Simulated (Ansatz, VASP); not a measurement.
**Two plane-wave programs on FePt (Tetraferroplatinum)**

Contents of INCAR:

```
PREC = Accurate ; ENCUT = 520
EDIFF = 1E-6 ; ISMEAR = -1
SIGMA = 0.05 ; LREAL = F
LASPH = T ; NELM = 150
ALGO = Normal ; ISIF = 2
LWAVE = F ; LCHARG = T
ISPIN = 2 ; MAGMOM = 0 3
LORBIT = 11 ; LMAXMIX = 4
GGA = PS ; LELF = T
LVHAR = T ; NBANDS = 20
```

The input KPOINTS:

```
regular mesh
0
Gamma
  10 10 7
```

POSCAR

```
FePt
1.0
    2.7593396363      0.0000000000      0.0000000000
    0.0000000000      2.7593396363      0.0000000000
    0.0000000000      0.0000000000      3.7689529822
Pt Fe
1 1
Direct
    0.5000000000      0.5000000000      0.5000000000
    0.0000000000      0.0000000000      0.0000000000
```

Contents of input.yaml:

```yaml
crystal:
  lattice:
    - [2.7593396363, 0.0, 0.0]
    - [0.0, 2.7593396363, 0.0]
    - [0.0, 0.0, 3.7689529822]
  atoms:
    - { symbol: Pt, position: [0.5, 0.5, 0.5] }
    - { symbol: Fe, position: [0.0, 0.0, 0.0], spin: 3.0 }
hamiltonian:
  xc: pbesol
  pseudopotentials: { kind: paw }
magnetization:
  spin_polarized: true
kpoints:
  mp_grid: { grid: [10, 10, 7] }
scf:
  occupations: { method: fermi_dirac, width: 0.05 }
output:
  forces: true
  stress: true
  eigenvalues: true
```

Alike in both runs: task single point; functional PBEsol; k mesh 10 × 10 × 7; occupations fermi-dirac, width 0.05 eV; collinear spin.

|  | VASP | Ansatz |
| --- | --- | --- |
| version | VASP 6.6.1 | Ansatz 0.2.0 |
| potentials or method | VASP PAW PBE potentials, release 64 (Pt, Fe) | Ansatz PAW |
| plane-wave cutoff (eV) | 520 | 420 |
| valence electrons in the cell | 18 | 34 |

VASP gave:

* gap on the k mesh at the Fermi level (eV): none
* pressure (GPa): -13.4
* largest component of the traceless stress (GPa): 0.52
* net moment per atom (μB): 1.68
* size of the moment on the site where the two differ most (μB): 0.34

Question: What did Ansatz give for the same quantities?

Answer: gap on the k mesh at the Fermi level (eV): none; pressure (GPa): -13.1; largest component of the traceless stress (GPa): 0.47; net moment per atom (μB): 1.68; size of the moment on the site where the two differ most (μB): 0.39.

Site moments also hang on the region over which each program counts them. A gap of «none» marks a metal or a gap that the smearing closes. The functional is the same, so the differences come from potentials, cutoffs and numerics. The two sets of potentials don't hold the same shells in valence.

Caveats: the PAW data sets were made with another functional, which shifts forces and pressure a little (VASP); the PAW data sets come from PBE, with cores solved anew for the run's functional, which leaves a small shift of forces and pressure (Ansatz). Spin-orbit coupling is left out, which matters for the levels of Pt.
